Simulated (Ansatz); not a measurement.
**Density of states of InSe**

```cif
data_structure
_symmetry_space_group_name_H-M 'C2/m'
_symmetry_Int_Tables_number 12
_cell_length_a 11.7358
_cell_length_b 4.1100
_cell_length_c 4.6100
_cell_angle_alpha 90.000
_cell_angle_beta 110.301
_cell_angle_gamma 90.000
_cell_volume 208.55
loop_
_atom_site_label
_atom_site_type_symbol
_atom_site_symmetry_multiplicity
_atom_site_Wyckoff_symbol
_atom_site_fract_x
_atom_site_fract_y
_atom_site_fract_z
_atom_site_occupancy
In1 In 4 i 0.38400 0.50000 0.00500 1
Se1 Se 4 i 0.16000 0.50000 0.64200 1
```

The runs use the primitive cell with vectors (5.868, -2.055, 0.000), (5.868, 2.055, 0.000), (-1.599, 0.000, 4.324) Å, to which the k mesh refers.

The geometry is COD entry 1540841, unchecked; take it as a test cell.

No spin–orbit coupling, which matters for the heavy atoms here.

Method: Ansatz 0.2.0, DFT, PBE, all-electron LAPW, scalar-relativistic.

Sampling and basis: a Γ-centred 7×7×6 k mesh, Fermi–Dirac smearing of 0.02 eV, basis error target 0.5 meV/atom, no spin polarisation.

Which of the resolved shells contributes most in the top eV of the valence band?

Se 4p, with 77 % of all states there; In 5p follows with 16 %.

Tabulate the density of states.

States per eV and cell, averaged over 0.6 eV, from -5.7 to 3.7 eV, with energies (bin centres) from the valence-band top; empty bins are left out. The partial columns, the largest 4 alone, are projections on Löwdin-orthogonalised atomic shells (those that the program's projection atoms carry: the occupied ones and, for some elements, an empty d or f shell; other empty shells have no column), summed over atoms of an element. Weights on diffuse s and p shells depend on that basis and aren't pure angular character.
```
E (eV)  total  Se 4p  In 5p  In 5s  Se 4s
  -5.5   0.99   0.30   0.09   0.53   0.06
  -4.9   2.45   1.24   0.29   0.76   0.14
  -4.3   1.04   0.55   0.14   0.24   0.10
  -3.7   1.63   1.01   0.47   0.10   0.03
  -3.1   2.24   1.46   0.61   0.12   0.04
  -2.5   2.50   1.69   0.62   0.12   0.04
  -1.9   3.23   2.31   0.70   0.14   0.03
  -1.3   4.25   3.19   0.78   0.17   0.04
  -0.7   2.59   1.99   0.42   0.12   0.02
  -0.1   0.15   0.11   0.02   0.01   0.00
   1.1   0.17   0.06   0.02   0.08   0.01
   1.7   2.20   0.68   0.46   0.85   0.12
   2.3   1.84   0.53   0.59   0.52   0.12
   2.9   1.74   0.38   0.94   0.19   0.09
   3.5   3.36   0.72   2.00   0.20   0.08
```
